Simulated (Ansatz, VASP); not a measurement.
# MoS2 in VASP and in Ansatz

```
CELL_PARAMETERS angstrom
1.58550 0.91539 6.11500
-1.58550 0.91539 6.11500
0.00000 -1.83078 6.11500
ATOMIC_POSITIONS crystal
Mo 0.00000 0.00000 0.00000
S 0.25000 0.25000 0.25000
S 0.75000 0.75000 0.75000
```

Measurements of this composition are mostly on another form, of space group No. 194.

Alike in both runs: task single point; functional PBEsol; k mesh 10 × 10 × 10; occupations gaussian, width 0.1 eV; no spin polarisation.

```csv
,VASP,Ansatz
version,VASP 6.6.1,Ansatz 0.2.0
potentials or method,"VASP PAW PBE potentials, release 64 (Mo, S)",Ansatz PAW
plane-wave cutoff (eV),500,420
valence electrons in the cell,18,26
```

|  | VASP | Ansatz | Ansatz less VASP |
| --- | --- | --- | --- |
| gap on the k mesh at the Fermi level (eV) | none | none | - |
| pressure (GPa) | 3.2 | 2.9 | -0.35 |
| largest component of the traceless stress (GPa) | 3.93 | 3.47 | -0.463 |
| rms of the force components (eV/Å) | 0.402 | 0.358 | -0.0447 |

Atom by atom the forces differ by 0.045 eV/Å (rms over components). A gap of «none» marks a metal or a gap that the smearing closes. The two sets of potentials don't hold the same shells in valence.

Caveats: the cell's inner coordinates are idealised or old, which leaves forces on the atoms; the PAW data sets were made with another functional, which shifts forces and pressure a little (VASP); the PAW data sets come from PBE, with cores solved anew for the run's functional, which leaves a small shift of forces and pressure (Ansatz).
